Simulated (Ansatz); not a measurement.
# P: a strain scan

Aim: for P, see how energy and stress answer to the strain pattern (0, 0, 0, 0, 1, 0).

Computed with Ansatz 0.2.0 (DFT PBEsol+D3(BJ), scalar-relativistic, plane waves, PAW, unless a step's input says otherwise).

## Step 1: Starting point

It takes space group Pm-3m (No. 221, cubic). Conventional cell: a = 2.391 Å, b = 2.391 Å, c = 2.391 Å, α = 90.00°, β = 90.00°, γ = 90.00°. P (site symmetry m-3m) is surrounded by 6 P at 2.39 Å.

As a file:

```xyz
1
Lattice="2.3905 0.0000 0.0000 0.0000 2.3905 0.0000 0.0000 0.0000 2.3906" Properties=species:S:1:pos:R:3 pbc="T T T"
P     0.0000    0.0000    0.0000
```

This cell was relaxed beforehand with the same method: volume 13.66 Å³/atom, gap on the mesh none (metal).

## Step 2: Zero of energy

Reference values: F = -740.4661 eV; pressure 0.05 GPa; largest force 0.000 eV/Å; gap on the mesh none (metal). It was computed beforehand with the settings of the runs below.

## Step 3: The scan: a strain scan

The cell is strained by ε times the Voigt pattern (0, 0, 0, 0, 1, 0) (xx, yy, zz, yz, xz, xy; engineering shear), with fractional coordinates fixed (clamped ions). The stress on the pattern is the sum of the stress components weighted by it, tension positive.

## Step 4: ε = -0.0600

File input.yaml:

```yaml
crystal:
  lattice:
    - [2.3904808287, 0.0, -0.0717144249]
    - [0.0, 2.3904808287, 0.0]
    - [-0.0717194526, 0.0, 2.3906484192]
  atoms:
    - { symbol: P, position: [0.0, 0.0, 0.0] }
basis:
  ecutwfc: 420
kpoints:
  mp_grid: { grid: [24, 24, 24] }
hamiltonian:
  xc: pbesol
  dispersion: d3bj
scf:
  occupations: { method: gaussian, width: 0.15 }
output:
  forces: true
  stress: true
  eigenvalues: true
```

On the command line:

```
$ ansatz run input.yaml --threads 1 --pin off --max-ram 2560MiB --backend cpu --events-out ev --progress --plain --runs-dir out
```

## Step 5: ε = 0.0450

Edit input.yaml of step 4 so:

```diff
@@ -2,5 +2,5 @@
   lattice:
-    - [2.3904808287, 0.0, -0.0717144249]
+    - [2.3904808287, 0.0, 0.0537858186]
     - [0.0, 2.3904808287, 0.0]
-    - [-0.0717194526, 0.0, 2.3906484192]
+    - [0.0537895894, 0.0, 2.3906484192]
   atoms:
@@ -20 +20,5 @@
   eigenvalues: true
+  write_density: true
+  write_potential: true
+  elf: true
+  volumetric_format: npy
```

## Step 6: ε = -0.0300

File input.yaml:

```yaml
crystal:
  lattice:
    - [2.3904808287, 0.0, -0.0358572124]
    - [0.0, 2.3904808287, 0.0]
    - [-0.0358597263, 0.0, 2.3906484192]
  atoms:
    - { symbol: P, position: [0.0, 0.0, 0.0] }
basis:
  ecutwfc: 420
kpoints:
  mp_grid: { grid: [24, 24, 24] }
hamiltonian:
  xc: pbesol
  dispersion: d3bj
scf:
  occupations: { method: gaussian, width: 0.15 }
output:
  forces: true
  stress: true
  eigenvalues: true
```

## Step 7: At ε = 0.0150

Edit input.yaml of step 6 so:

```diff
@@ -2,5 +2,5 @@
   lattice:
-    - [2.3904808287, 0.0, -0.0358572124]
+    - [2.3904808287, 0.0, 0.0179286062]
     - [0.0, 2.3904808287, 0.0]
-    - [-0.0358597263, 0.0, 2.3906484192]
+    - [0.0179298631, 0.0, 2.3906484192]
   atoms:
@@ -20 +20,5 @@
   eigenvalues: true
+  write_density: true
+  write_potential: true
+  elf: true
+  volumetric_format: npy
```

## Step 8: Point ε = 0.0525

File input.yaml:

```yaml
crystal:
  lattice:
    - [2.3904808287, 0.0, 0.0627501218]
    - [0.0, 2.3904808287, 0.0]
    - [0.062754521, 0.0, 2.3906484192]
  atoms:
    - { symbol: P, position: [0.0, 0.0, 0.0] }
basis:
  ecutwfc: 420
kpoints:
  mp_grid: { grid: [24, 24, 24] }
hamiltonian:
  xc: pbesol
  dispersion: d3bj
scf:
  occupations: { method: gaussian, width: 0.15 }
output:
  forces: true
  stress: true
  eigenvalues: true
```

## Step 9: Point ε = 0.0375

Edit input.yaml of step 8 so:

```diff
@@ -2,5 +2,5 @@
   lattice:
-    - [2.3904808287, 0.0, 0.0627501218]
+    - [2.3904808287, 0.0, 0.0448215155]
     - [0.0, 2.3904808287, 0.0]
-    - [0.062754521, 0.0, 2.3906484192]
+    - [0.0448246579, 0.0, 2.3906484192]
   atoms:
```

## Step 10: At ε = 0.0225

Edit input.yaml of step 9 so:

```diff
@@ -2,5 +2,5 @@
   lattice:
-    - [2.3904808287, 0.0, 0.0448215155]
+    - [2.3904808287, 0.0, 0.0268929093]
     - [0.0, 2.3904808287, 0.0]
-    - [0.0448246579, 0.0, 2.3906484192]
+    - [0.0268947947, 0.0, 2.3906484192]
   atoms:
@@ -20 +20,5 @@
   eigenvalues: true
+  write_density: true
+  write_potential: true
+  elf: true
+  volumetric_format: npy
```

(Steps that only read results are left out.)

Before running it: what results should come out? Wanted: slope of the stress at ε = 0, from the points at -0.0300, 0 and 0.0150.

**Answer**, as computed:

| quantity | value |
| --- | --- |
| slope of the stress at ε = 0, from the points at -0.0300, 0 and 0.0150 | 58 GPa |

In words: From the stress slope, C55 is about 58 GPa with the ions clamped. The step is wide, so higher orders mix in. The undisturbed cell stays the lowest of the sampled points.
